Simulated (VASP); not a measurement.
The system is BAs.

```
As B
1.0
     0.00000    2.38850    2.38850
     2.38850    0.00000    2.38850
     2.38850    2.38850    0.00000
As B
1 1
Direct
  0.75000 0.75000 0.75000
  0.00000 0.00000 0.00000
```

```yaml
Program: VASP 6.6.1
Task: relaxation of cell and atoms
Functional: vdW-DF
Potentials_or_basis: VASP PAW PBE potentials, release 64 (As_GW, B_GW)
Cutoff: 630 eV
k_mesh: 10 × 10 × 10
Occupations: gaussian, width 0.01 eV
Spin: no spin polarisation
```

At the start: pressure 8.3 GPa; volume 13.63 Å³/atom.

Problem. Where does the relaxation end?

Solution. Over 3 steps the energy falls by 20.9 meV/atom and the volume is 14.48 Å³/atom (+6.3 %); space group F-43m (No. 216, to 0.05 Å).

The path:
```csv
step,energy change (eV),largest force (eV/Å),pressure (GPa),volume (Å³)
1,0.0000,0.0000,8.27,27.25
2,-0.0257,0.0000,-4.29,30.12
3,-0.0418,0.0000,0.00,28.96
```

Final structure:
```
As B
1.0
     0.00000    2.43751    2.43751
     2.43751    0.00000    2.43751
     2.43751    2.43751    0.00000
As B
1 1
Direct
  0.75000 0.75000 0.75000
  0.00000 0.00000 0.00000
```

Caveat: the PAW data sets were made with another functional, which shifts forces and pressure a little.
